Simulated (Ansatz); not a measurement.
System: SnTe (rock salt type), 2 atoms in the cell.

```
Sn Te
1.0
     0.00000    3.20500    3.20500
     3.20500    0.00000    3.20500
     3.20500    3.20500    0.00000
Sn Te
1 1
Direct
  0.00000 0.00000 0.00000
  0.50000 0.50000 0.50000
```

Code and potentials: Ansatz all-electron PAW datasets made for this crystal, 240 eV. Settings: k-mesh 6×6×6 Γ-centred; Fermi–Dirac smearing of 0.02 eV; no spin polarisation; no spin–orbit coupling. For HSE06: exchange singularity: regularized.

Plain PBE gives:

```yaml
Pressure: 0.05 GPa
Gap_on_the_mesh: no clear gap
```

(1) What changes under HSE06 (270 eV)?

(2) What changes under r²SCAN?

## Answers

(1) The pressure goes down by 0.98 GPa to -0.93 GPa; gap on the mesh: not resolved in this run.

(2) The pressure goes down by 0.68 GPa to -0.63 GPa; gap on the mesh: 0.19 eV.

The stress includes the program's correction for the finite plane-wave basis.

A gap read on the mesh is an upper bound of this method's gap, since the mesh can miss a band edge. The k-mesh is modest, so these values aren't fully converged in k. Spin–orbit coupling is left out; with heavy elements it can shift the gap and split levels by tenths of an eV. Semilocal functionals give gaps that mostly lie well below measured ones.
